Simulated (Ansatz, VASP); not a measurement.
**NaCl in VASP and in Ansatz**

INCAR

```
PREC = Accurate
ENCUT = 520
EDIFF = 1E-6
ISMEAR = -1
SIGMA = 0.02
LREAL = F
LASPH = T
NELM = 80
ALGO = Normal
ISIF = 2
LWAVE = F
LCHARG = F
GGA = PE
NBANDS = 14
```

Contents of KPOINTS:

```
Automatic mesh
0
Gamma
  8 8 8
```

File POSCAR:

```
NaCl
1.0
    2.8600000000      0.0143000000      0.0143000000
    0.0143000000      2.8600000000      0.0143000000
    0.0143000000      0.0143000000      2.8600000000
Na Cl
1 1
Direct
    0.0000000000      0.0000000000      0.0000000000
    0.5000000000      0.5000000000      0.5000000000
```

Input for Ansatz:

```yaml
crystal:
  lattice:
    - [2.86, 0.0143, 0.0143]
    - [0.0143, 2.86, 0.0143]
    - [0.0143, 0.0143, 2.86]
  atoms:
    - { symbol: Na, position: [0.0, 0.0, 0.0] }
    - { symbol: Cl, position: [0.5, 0.5, 0.5] }
kpoints:
  mp_grid: { grid: [8, 8, 8] }
  band_path:
    path:
      - [0.0, 0.0, 0.0]
      - [0.5, 0.5, 0.5]
      - [0.5098274679, 0.4901725321, 0.5]
      - [0.5, -0.4901725321, 0.4901725321]
      - [0.5, 0.0, 0.0]
      - [0.0, 0.0, 0.0]
      - [0.4950862661, -0.4950862661, 0.0]
      - [0.5049137339, 0.0, 0.4950862661]
      - [0.5, 0.0, 0.5]
    npoints: 5
scf:
  occupations: { method: fermi_dirac, width: 0.02 }
hamiltonian:
  xc: pbe
  pseudopotentials: { kind: all_electron, lapw: { basis_error: 0.00025 } }
output:
  forces: true
  stress: true
  eigenvalues: true
```

Change from the starting cell: equal xy, yz and zx shear strains of +1 %.

Alike in both runs: task single point; functional PBE; k mesh 8 × 8 × 8; occupations fermi-dirac, width 0.02 eV; no spin polarisation.

|  | VASP | Ansatz |
| --- | --- | --- |
| version | VASP 6.6.1 | Ansatz 0.2.0 |
| potentials or method | VASP PAW PBE potentials, release 64 (Na_pv, Cl) | all-electron LAPW, scalar-relativistic |
| plane-wave cutoff (eV) | 520 | see its input |

```csv
,VASP,Ansatz,Ansatz less VASP
gap on the k mesh at the Fermi level (eV),4.42,4.37,-0.046
pressure (GPa),65.2,65.0,-0.22
largest component of the traceless stress (GPa),0.70,0.68,-0.017
```

Ansatz ran all-electron here, so the differences hold the error of VASP's frozen core and of both bases.

Caveats: the cell as given lies far from equilibrium; so large a pressure means that the cell lies far from this level's equilibrium, or that cutoff or potentials fall short (VASP). A k mesh can miss the band edges.
